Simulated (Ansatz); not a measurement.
# Cr (P6_3/mmc) in Ansatz: reference runs

Aim: a first look at Cr with PBE, on the cell as given and on a disturbed one.

Everything below comes from runs of Ansatz 0.2.0. Logs are shortened: lines on timing, memory, paths and dates and some standing lists are left out, and cuts for length are marked.

## 1. Starting point

The structure is hexagonal, space group P6_3/mmc (No. 194). Conventional cell: a = 2.714 Å, b = 2.714 Å, c = 4.410 Å, α = 90.00°, β = 90.00°, γ = 120.00°. Around Cr (site symmetry -6m2) lie 12 Cr at 2.71 Å.

This isn't the form of Cr at room conditions, which is bcc.

## 2. Single point, PBE, collinear spin, ferromagnetic start

The input, input.yaml:

```yaml
crystal:
  lattice:
    - [2.714, 0.0, 0.0]
    - [-1.357, 2.3503929459, 0.0]
    - [0.0, 0.0, 4.41]
  atoms:
    - { symbol: Cr, position: [0.6666666667, 0.3333333333, 0.75], spin: 3.0 }
    - { symbol: Cr, position: [0.3333333333, 0.6666666667, 0.25], spin: 3.0 }
kpoints:
  mp_grid: { grid: [11, 11, 6] }
scf:
  occupations: { method: fermi_dirac, width: 0.05 }
hamiltonian:
  xc: pbe
  pseudopotentials: { kind: all_electron, lapw: { basis_error: 0.001 } }
magnetization:
  spin_polarized: true
output:
  forces: true
  stress: true
  eigenvalues: true
  populations: true
```

Potentials or basis: all-electron LAPW, scalar-relativistic.

Run with:

```
$ ansatz run input.yaml --threads 2 --pin off --max-ram 6144MiB --backend cpu --events-out ev --progress --plain --runs-dir out
```

Output:

```text
Warning: RAYON_NUM_THREADS=2 ignored (pool sized by the plan → 2); use --threads N
Cr: projections on atomic orbitals take those of the free atom 1s2 2s2 2p6 3s2 3p6 3d5 4s1, of charge +0.00 (hamiltonian.pseudopotentials.projection_atoms)
LAPW: plane waves up to 8.177 Å⁻¹, error target 1.0e-3 eV per atom; small_component_spin mean_spin; Cr in spheres of 1.353 Å, 14 of its electrons in bands, Dirac shells [] (how accurate: hamiltonian.pseudopotentials.lapw.basis_error, Limitations)
Engine: ansatz 0.2.0, aarch64-unknown-linux-gnu
Pseudopotentials: kind: all_electron
Pseudopotential: Cr, LAPW, valence charge 14, lapw/all_electron/scalar/gaussian/Cr, Koelling and Harmon's equation, gaussian nucleus
Functional definition: PBE
  parameter kappa = 0.804
  parameter beta = 0.06672455060314922
  exchange = pbe_x(kappa = kappa, mu = beta*pi^2/3)
  correlation = pbe_c(beta = beta)
Crystal: 2 atoms, lattice volume = 28.131 Å³
Basis set: ecut = 254.75928652372164 eV, 263 PW (Γ), exchange–correlation at level 2
Bands: 21, of which v1, the nominal top of the filled ones, is band 14 counted from 1 (13 counted from 0)
Symmetry: 24 space group operations
Space group: P63/mmc (ITA 194), of the structure as read, at distance tolerance 3.0e-5 Å
Magnetic group: BNS 194.263 (UNI 1493), of the structure as read, at distance tolerance 3.0e-5 Å
k-points: 64 of 726
Non-local potential: Cr, projectors of the file, none
Initial density: superposition of atomic densities (chi_scale 0.1, normalization cell)
Starting moments: Σ|m| = 6 μB on 2 of 2 sites
Initial wavefunctions: plane waves of lowest kinetic energy (no species holds an atomic orbital)
Functional: x = pbe(κ = 0.804, μ = 0.2195149727645171), c = pbe(β = 0.06672455060314922)
iter 1 solved again at ethr=1.15e-3 eV; its pass at ethr=1.00e-1 eV (dr2=3.22e-1 eV) is discarded
SCF iter   1: F=—  HF=-57189.435271 eV  |F-HF|=—  |Δ(HF+E_count)|=         —  Δρ=7.93e-2 (↑7.93e-2 ↓6.30e-2)  dr2=3.24e-1  dr2_m=1.18e0  M=2.485 μB ∫|m|=2.485 μB  β_m=0.30  ethr=1.15e-3  ⟨swp⟩=2.5  Hψ=17919  notcnv=0
Mixer restart at iter 1: flushing history
preconditioner: auto → none  [metal: Δε(μ)=0.022 eV  Ē_g=5.389 eV  σ=0.050 eV  W_gap=0.11  n_scr=8 (ndim 8)  ℏωp=24.3 eV  f_vac=0.000  D(μ)=3.40/eV (n_scr^D=42)  sad-step TF]
SCF iter   2: F=—  HF=-57189.441502 eV  |F-HF|=—  |Δ(HF+E_count)|=   6.23e-3  Δρ=4.38e-2 (↑4.38e-2 ↓3.77e-2)  dr2=7.03e-2  dr2_m=4.03e-1  M=2.860 μB ∫|m|=2.860 μB  β_m=0.43  ethr=1.15e-3  ⟨swp⟩=2.9  Hψ=8810  notcnv=0
SCF iter   3: F=—  HF=-57190.077450 eV  |F-HF|=—  |Δ(HF+E_count)|=   6.36e-1  Δρ=2.83e-2 (↑2.83e-2 ↓2.33e-2)  dr2=4.31e-2  dr2_m=1.58e-1  M=2.411 μB ∫|m|=2.412 μB  β_m=0.54  ethr=2.51e-4  ⟨swp⟩=3.0  Hψ=9034  notcnv=0
iter 4 solved again at ethr=2.05e-6 eV; its pass at ethr=1.54e-4 eV (dr2=5.74e-4 eV) is discarded
SCF iter   4: F=—  HF=-57190.257330 eV  |F-HF|=—  |Δ(HF+E_count)|=   1.80e-1  Δρ=2.59e-3 (↑2.59e-3 ↓2.43e-3)  dr2=5.73e-4  dr2_m=1.48e-3  M=1.989 μB ∫|m|=1.993 μB  β_m=0.77  ethr=2.05e-6  ⟨swp⟩=2.4  Hψ=14169  notcnv=0
SCF iter   5: F=—  HF=-57190.263794 eV  |F-HF|=—  |Δ(HF+E_count)|=         —  Δρ=9.41e-4 (↑4.06e-4 ↓9.41e-4)  dr2=9.78e-5  dr2_m=7.95e-5  M=1.812 μB ∫|m|=1.815 μB  β_m=0.88  ethr=2.05e-6  ⟨swp⟩=3.0  Hψ=8439  notcnv=0
the basis was enlarged: its passes take 1.2 MiB over the memory plan, 2 of 2 planned eigensolver slots
SCF iter   6: F=—  HF=-57190.269384 eV  |F-HF|=—  |Δ(HF+E_count)|=   5.59e-3  Δρ=3.75e-4 (↑3.75e-4 ↓3.74e-4)  dr2=1.46e-5  dr2_m=3.14e-5  M=1.719 μB ∫|m|=1.721 μB  β_m=0.94  ethr=3.49e-7  ⟨swp⟩=3.0  Hψ=8465  notcnv=0
SCF iter   7: F=—  HF=-57190.269578 eV  |F-HF|=—  |Δ(HF+E_count)|=   1.94e-4  Δρ=3.43e-5 (↑3.43e-5 ↓2.99e-5)  dr2=1.11e-7  dr2_m=2.39e-7  M=1.726 μB ∫|m|=1.729 μB  β_m=0.97  ethr=5.20e-8  ⟨swp⟩=3.0  Hψ=8205  notcnv=0
SCF iter   8: F=—  HF=-57190.269581 eV  |F-HF|=—  |Δ(HF+E_count)|=   2.87e-6  Δρ=1.90e-5 (↑1.83e-5 ↓1.90e-5)  dr2=1.13e-8  dr2_m=8.70e-8  M=1.727 μB ∫|m|=1.729 μB  β_m=0.99  ethr=3.96e-10  ⟨swp⟩=3.0  Hψ=8570  notcnv=0
SCF iter   9: F=—  HF=-57190.269581 eV  |F-HF|=—  |Δ(HF+E_count)|=   4.32e-7  Δρ=5.06e-6 (↑2.49e-6 ↓5.06e-6)  dr2=1.09e-8  dr2_m=1.65e-9  M=1.726 μB ∫|m|=1.728 μB  β_m=0.95  ethr=4.02e-11  ⟨swp⟩=3.1  Hψ=8908  notcnv=0
SCF iter  10: F=-57190.269582 eV  HF=-57190.269582 eV  |F-HF|=6.04e-10  |Δ(HF+E_count)|=   2.45e-8  Δρ=1.28e-6 (↑8.39e-7 ↓1.28e-6)  dr2=8.50e-11  dr2_m=2.67e-10  M=1.726 μB ∫|m|=1.728 μB  ethr=3.90e-11  ⟨swp⟩=3.0  Hψ=8118  notcnv=0
SCF 1 converged in 10 iterations: F = -57190.269582 eV  dr2 = 8.50e-11
Symmetry: 12 space group operations
k-points: 64 of 726 (time reversal used)
Initial density: read from a saved state, or passed on in memory by an earlier SCF of this step, an earlier step, the calling program or the single point that the run made first
Starting moments: Σ|m| = 6 μB on 2 of 2 sites; this step starts from the density that it was given
Initial wavefunctions: those read from a saved state, or passed on in memory by an earlier step or the calling program
iter 1 solved again at ethr=1.00e-12 eV; its pass at ethr=3.57e-6 eV (dr2=9.03e-11 eV) is discarded
SCF iter   1: F=—  HF=-57190.269582 eV  |F-HF|=—  |Δ(HF+E_count)|=         —  Δρ=1.28e-6 (↑8.37e-7 ↓1.28e-6)  dr2=9.04e-11  dr2_m=2.66e-10  M=1.726 μB ∫|m|=1.728 μB  ethr=1.00e-12  ⟨swp⟩=4.7  Hψ=14836  notcnv=0
the basis was enlarged: its passes take 1.2 MiB over the memory plan, 2 of 2 planned eigensolver slots
preconditioner: auto → none  [metal: Δε(μ)=0.008 eV  Ē_g=4.792 eV  σ=0.050 eV  W_gap=0.04  n_scr=8 (ndim 8)  ℏωp=24.3 eV  f_vac=0.000  D(μ)=4.15/eV (n_scr^D=66)]
SCF iter   2: F=—  HF=-57190.436936 eV  |F-HF|=—  |Δ(HF+E_count)|=   1.67e-1  Δρ=2.87e-2 (↑2.87e-2 ↓1.65e-2)  dr2=1.73e0  dr2_m=1.78e-2  M=1.770 μB ∫|m|=2.215 μB  ethr=3.57e-6  ⟨swp⟩=3.7  Hψ=9792  notcnv=0  defer=6
SCF iter   3: F=—  HF=-57190.269785 eV  |F-HF|=—  |Δ(HF+E_count)|=   1.67e-1  Δρ=3.08e-3 (↑3.08e-3 ↓2.04e-3)  dr2=2.77e-2  dr2_m=8.08e-5  M=1.976 μB ∫|m|=2.044 μB  ethr=3.57e-6  ⟨swp⟩=3.0  Hψ=9175  notcnv=0
SCF iter   4: F=—  HF=-57190.268783 eV  |F-HF|=—  |Δ(HF+E_count)|=   1.00e-3  Δρ=1.35e-3 (↑1.35e-3 ↓6.42e-4)  dr2=3.76e-3  dr2_m=3.46e-5  M=1.979 μB ∫|m|=2.023 μB  ethr=3.57e-6  ⟨swp⟩=2.0  Hψ=7553  notcnv=0
an SCF along what the orbitals of the run's state read of its open shells (or to have them read: on a GPU, or by another smearing), with 12 of the crystal's symmetry operations given up, reached no lower state that the run goes on to. This is no proof of a minimum
SCF converged after 10 iterations
Magnetization: 1.7257 μB (14.8628 up, 13.1372 down)
Absolute magnetization: 1.7277 μB (∫|ρ↑−ρ↓|)
Spin contamination: 0.0057 ħ² per cell (⟨S²⟩ above its minimum at these occupations)
Per-site moments (μB) at R_I (Å): [(0.8336988311359033, 1.3525245021155237), (0.8336988311359033, 1.3525245021155237)]
Free energy (F): -57190.269582 eV
Harris-Foulkes:  -57190.269582 eV  (|F-HF|=6.04e-10)
Internal energy: -57190.235043 eV  (E = F + TS)
E sigma→0 (E₀):  -57190.252312 eV
Entropy (-TS):   -0.034538 eV (-17.269 meV/atom)
Fermi energy:    15.692843 eV
--- Per-component energies (eV) ---
  E_band       = -380.801979
  E_kinetic    = 57843.178607
  E_xc         = -2652.186540
  E_electrostatic = -112381.227110  (all electrons and nuclei)
  E_smearing   = -0.034538  (= −TS)
  E_closure    = 0.000000  (closes the sum)
  E_atoms      = -57172.486459  (free atoms, spherical and without spin; not in F)
  Σ components = -57190.269582   (vs F -57190.269582, Δ=0.00e0)
  Basis errors (estimates in eV, not in F): energy 1.6e-4 per atom: plane waves 1.4e-4 (6.9e-5 summed), levels above the bands 1.9e-71, relativity 3.4e-9, radial functions 2.1e-5, core shells 6.0e-9; eigenvalues (radial functions only) 7.0e-7; not estimated: angular momenta, meshes, grids; target (lapw.basis_error) 1.0e-3; muffin-tin radii Cr 1.353 Å
--- Forces (eV/Å), atoms counted from 1 ---
  atom   1  Cr    -0.00000000     0.00000000     0.00000000
  atom   2  Cr     0.00000000    -0.00000000     0.00000000
  max |Σ_I F_I| component: 0.00e0 eV/Å
--- Stress (GPa, compression-positive) ---
      -27.008454       0.000000       0.000000
       -0.000000     -27.008454       0.000000
        0.000000       0.000000     -22.336588
  P = ⅓ Tr σ = -25.4512 GPa (-254.512 kbar)
--- Band table (eV; the first three rows and the last of 128) ---
  k-point 0 ↑: bands = ["-56.2446", "-56.1563", "-27.7106", "-27.3658", "-27.3658", "-27.2991", "-27.2991", "-27.2220", "8.5187", "12.1173", "15.0336", "15.0336", "15.0889", "15.4023", "15.4023", "15.8447", "15.8447", "16.0659", "17.0863", "17.0863", "22.9829"]
  k-point 1 ↑: bands = ["-56.2387", "-56.1622", "-27.6786", "-27.3614", "-27.3614", "-27.3036", "-27.3036", "-27.2555", "8.7627", "12.0058", "14.9690", "14.9690", "14.9988", "15.3184", "15.3184", "15.4940", "16.0233", "16.0233", "17.0715", "17.0715", "24.0640"]
  k-point 2 ↑: bands = ["-56.2226", "-56.1785", "-27.5906", "-27.3492", "-27.3492", "-27.3464", "-27.3159", "-27.3159", "9.4595", "11.4790", "14.7359", "14.7777", "14.9141", "14.9141", "15.1352", "15.1352", "16.3870", "16.3870", "16.9764", "16.9764", "26.5005"]
  k-point 63 ↓: bands = ["-55.3182", "-55.3182", "-26.8679", "-26.8679", "-26.7406", "-26.7406", "-26.5533", "-26.5533", "13.8046", "13.8046", "14.4678", "14.4678", "14.9724", "14.9724", "16.6095", "16.6095", "17.9187", "17.9187", "21.9070", "21.9070", "24.2561"]
--- Löwdin populations: 2 sites ---
  site symbol       q [e]    m [muB]
     0     Cr     23.9188     0.8567
     1     Cr     23.9188     0.8567
  spilling = 0.003381 (of n_electrons = 48.000000)
```

Wall time 33 s (2 threads of Arm Neoverse V2, shared host); peak memory 0.58 GiB.

What came out:

* Free energy: -57190.2696 eV
* Pressure: -25.5 GPa
* Band gap on the k mesh: none (metal or under the smearing width)
* Net moment: 1.73 μB per cell
* Absolute moment: 1.73 μB per cell
* Site moments: Cr +0.83 μB

Levels at points of the mesh, in eV from the Fermi level:
Spin up:
```csv
k point,band 13,band 14,band 15,band 16,band 17,band 18
"(0.00, 0.00, 0.00)",-0.60,-0.29,-0.29,0.15,0.15,0.37
"(0.00, 0.00, -0.50)",-0.72,-0.72,-0.72,-0.72,1.05,1.05
```
Spin down:
```tsv
k point	band 10	band 11	band 12	band 13	band 14	band 15	band 16	band 17
(0.00, 0.00, 0.00)	-3.13	-0.02	0.07	0.07	0.46	0.46	0.63	0.97
(0.00, 0.00, -0.50)	-4.90	-0.59	-0.59	0.02	0.02	0.02	0.02	1.88
```

Caveat: so large a pressure means that the cell lies far from this level's equilibrium, or that cutoff or potentials fall short.

## 3. Single point, PBE, collinear spin, ferromagnetic start (atoms moved at random, drawn with an rms of 0.05 Å)

input.yaml, as its differences from that of step 2:

```diff
@@ -6,4 +6,4 @@
   atoms:
-    - { symbol: Cr, position: [0.6666666667, 0.3333333333, 0.75], spin: 3.0 }
-    - { symbol: Cr, position: [0.3333333333, 0.6666666667, 0.25], spin: 3.0 }
+    - { symbol: Cr, position: [0.677919, 0.334011, 0.744099], spin: 3.0 }
+    - { symbol: Cr, position: [0.330266, 0.660154, 0.254631], spin: 3.0 }
 kpoints:
```

Potentials or basis: all-electron LAPW, scalar-relativistic.

Run with:

```
$ ansatz run input.yaml --threads 2 --pin off --max-ram 6144MiB --backend cpu --events-out ev --progress --plain --runs-dir out
```

Output:

```text
Warning: RAYON_NUM_THREADS=2 ignored (pool sized by the plan → 2); use --threads N
Cr: projections on atomic orbitals take those of the free atom 1s2 2s2 2p6 3s2 3p6 3d5 4s1, of charge +0.00 (hamiltonian.pseudopotentials.projection_atoms)
LAPW: plane waves up to 8.338 Å⁻¹, error target 1.0e-3 eV per atom; small_component_spin mean_spin; Cr in spheres of 1.324 Å, 14 of its electrons in bands, Dirac shells [] (how accurate: hamiltonian.pseudopotentials.lapw.basis_error, Limitations)
[... 8 set-up lines as earlier in the session ...]
Crystal: 2 atoms, lattice volume = 28.131 Å³
Basis set: ecut = 264.9049906528063 eV, 287 PW (Γ), exchange–correlation at level 2
Bands: 21, of which v1, the nominal top of the filled ones, is band 14 counted from 1 (13 counted from 0)
Symmetry: 2 space group operations
Space group: P-1 (ITA 2), of the structure as read, at distance tolerance 3.0e-5 Å
Magnetic group: BNS 2.4 (UNI 4), of the structure as read, at distance tolerance 3.0e-5 Å
k-points: 364 of 726
[... 2 set-up lines as earlier in the session ...]
Starting moments: Σ|m| = 6 μB on 2 of 2 sites
[... 2 set-up lines as earlier in the session ...]
iter 1 solved again at ethr=1.57e-3 eV; its pass at ethr=1.00e-1 eV (dr2=4.39e-1 eV) is discarded
SCF iter   1: F=—  HF=-57189.413932 eV  |F-HF|=—  |Δ(HF+E_count)|=         —  Δρ=8.24e-2 (↑8.24e-2 ↓6.24e-2)  dr2=4.41e-1  dr2_m=1.20e0  M=2.524 μB ∫|m|=2.525 μB  β_m=0.30  ethr=1.57e-3  ⟨swp⟩=2.1  Hψ=100885  notcnv=0
Mixer restart at iter 1: flushing history
preconditioner: auto → none  [metal: Δε(μ)=0.004 eV  Ē_g=5.368 eV  σ=0.050 eV  W_gap=0.02  n_scr=8 (ndim 8)  ℏωp=24.3 eV  f_vac=0.000  D(μ)=3.42/eV (n_scr^D=42)  sad-step TF]
SCF iter   2: F=—  HF=-57189.476586 eV  |F-HF|=—  |Δ(HF+E_count)|=   6.27e-2  Δρ=4.62e-2 (↑4.62e-2 ↓3.84e-2)  dr2=1.05e-1  dr2_m=4.30e-1  M=2.839 μB ∫|m|=2.839 μB  β_m=0.43  ethr=1.57e-3  ⟨swp⟩=2.7  Hψ=49099  notcnv=0
SCF iter   3: F=—  HF=-57190.092746 eV  |F-HF|=—  |Δ(HF+E_count)|=   6.16e-1  Δρ=2.94e-2 (↑2.94e-2 ↓2.31e-2)  dr2=5.90e-2  dr2_m=1.60e-1  M=2.388 μB ∫|m|=2.389 μB  β_m=0.54  ethr=3.74e-4  ⟨swp⟩=3.0  Hψ=50413  notcnv=0
[... 24 lines left out ...]
an SCF along what the orbitals of the run's state read of its open shells (or to have them read: on a GPU, or by another smearing), with 1 of the crystal's symmetry operations given up, reached no lower state that the run goes on to. This is no proof of a minimum
SCF converged after 11 iterations
Magnetization: 1.8310 μB (14.9155 up, 13.0845 down)
Absolute magnetization: 1.8332 μB (∫|ρ↑−ρ↓|)
Spin contamination: 0.0063 ħ² per cell (⟨S²⟩ above its minimum at these occupations)
Per-site moments (μB) at R_I (Å): [(0.8758471083666102, 1.3238463868403958), (0.8758471083666102, 1.3238463868403958)]
Free energy (F): -57190.267411 eV
Harris-Foulkes:  -57190.267411 eV  (|F-HF|=4.58e-10)
Internal energy: -57190.233981 eV  (E = F + TS)
E sigma→0 (E₀):  -57190.250696 eV
Entropy (-TS):   -0.033430 eV (-16.715 meV/atom)
Fermi energy:    15.697457 eV
--- Per-component energies (eV) ---
  E_band       = -380.686255
  E_kinetic    = 57843.442574
  E_xc         = -2652.273738
  E_electrostatic = -112381.402817  (all electrons and nuclei)
  E_smearing   = -0.033430  (= −TS)
  E_closure    = 0.000000  (closes the sum)
  E_atoms      = -57172.486459  (free atoms, spherical and without spin; not in F)
  Σ components = -57190.267411   (vs F -57190.267411, Δ=0.00e0)
  Basis errors (estimates in eV, not in F): energy 1.8e-4 per atom: plane waves 1.5e-4 (8.0e-5 summed), levels above the bands 1.0e-71, relativity 3.3e-9, radial functions 2.8e-5, core shells 1.2e-8; eigenvalues (radial functions only) 8.3e-7; not estimated: angular momenta, meshes, grids; target (lapw.basis_error) 1.0e-3; muffin-tin radii Cr 1.324 Å
--- Forces (eV/Å), atoms counted from 1 ---
  atom   1  Cr     0.03483919     0.02023345     0.11528286
  atom   2  Cr    -0.03483919    -0.02023345    -0.11528286
  max |Σ_I F_I| component: 0.00e0 eV/Å
--- Stress (GPa, compression-positive) ---
      -26.040858       0.511307       0.033377
        0.511307     -26.634592       0.019415
        0.033377       0.019415     -22.339961
  P = ⅓ Tr σ = -25.0051 GPa (-250.051 kbar)
--- Band table (eV; the first three rows and the last of 728) ---
  k-point 0 ↑: bands = ["-56.2617", "-56.1719", "-27.7306", "-27.3848", "-27.3797", "-27.3229", "-27.3062", "-27.2384", "8.5115", "12.1033", "15.0014", "15.0317", "15.0634", "15.3562", "15.3869", "15.8007", "15.8819", "16.0753", "17.0072", "17.1288", "22.9584"]
  k-point 1 ↑: bands = ["-56.2559", "-56.1778", "-27.6988", "-27.3808", "-27.3750", "-27.3269", "-27.3110", "-27.2716", "8.7554", "11.9929", "14.9388", "14.9623", "14.9650", "15.2770", "15.3109", "15.5120", "15.9746", "16.0518", "17.0051", "17.1019", "24.0403"]
  k-point 2 ↑: bands = ["-56.2403", "-56.1935", "-27.6124", "-27.3701", "-27.3656", "-27.3578", "-27.3377", "-27.3237", "9.4515", "11.4695", "14.6259", "14.8666", "14.8945", "14.8966", "15.0989", "15.1324", "16.3417", "16.3996", "16.9391", "16.9806", "26.4722"]
  k-point 363 ↓: bands = ["-55.3086", "-55.2800", "-26.8582", "-26.7994", "-26.6708", "-26.6137", "-26.5350", "-26.5154", "12.6593", "13.3604", "13.8414", "14.5733", "15.6358", "15.9485", "16.0920", "17.6626", "17.9368", "18.0385", "18.6649", "21.5367", "24.3943"]
--- Löwdin populations: 2 sites ---
  site symbol       q [e]    m [muB]
     0     Cr     23.9188     0.9090
     1     Cr     23.9188     0.9090
  spilling = 0.003382 (of n_electrons = 48.000000)
```

populations.tsv:

```text
# site	symbol	l	j	q_up	q_dn
# orbitals = lowdin
# n_electrons = 48.000000
# spilling = 0.003382
# projection_atom_Cr: 1s2 2s2 2p6 3s2 3p6 3d5 4s1
0	Cr	0_1S	-	0.999988	0.999987
0	Cr	0_2S	-	0.999314	0.999291
0	Cr	0_3S	-	0.981534	0.980987
0	Cr	0_4S	-	0.413321	0.402001
0	Cr	1_2P	-	2.999996	2.999994
0	Cr	1_3P	-	2.998217	2.997192
0	Cr	2_3D	-	3.021552	2.125454
1	Cr	0_1S	-	0.999988	0.999987
1	Cr	0_2S	-	0.999314	0.999291
1	Cr	0_3S	-	0.981534	0.980987
1	Cr	0_4S	-	0.413321	0.402001
1	Cr	1_2P	-	2.999996	2.999994
1	Cr	1_3P	-	2.998217	2.997192
1	Cr	2_3D	-	3.021552	2.125454
```

Run time: 3 min. Hardware: 2 threads of Arm Neoverse V2, shared host; peak memory 1.9 GiB.

What came out:

| Item | Value |
| --- | --- |
| Free energy | -57190.2674 eV |
| Pressure | -25.0 GPa |
| Largest force | 0.122 eV/Å |
| Band gap on the k mesh | none (metal or under the smearing width) |
| Net moment | 1.83 μB per cell |
| Absolute moment | 1.83 μB per cell |
| Site moments | Cr +0.88 μB |

Forces in eV/Å, atoms in the order of the input:
```
Cr   0.035  0.020  0.115
Cr  -0.035 -0.020 -0.115
```
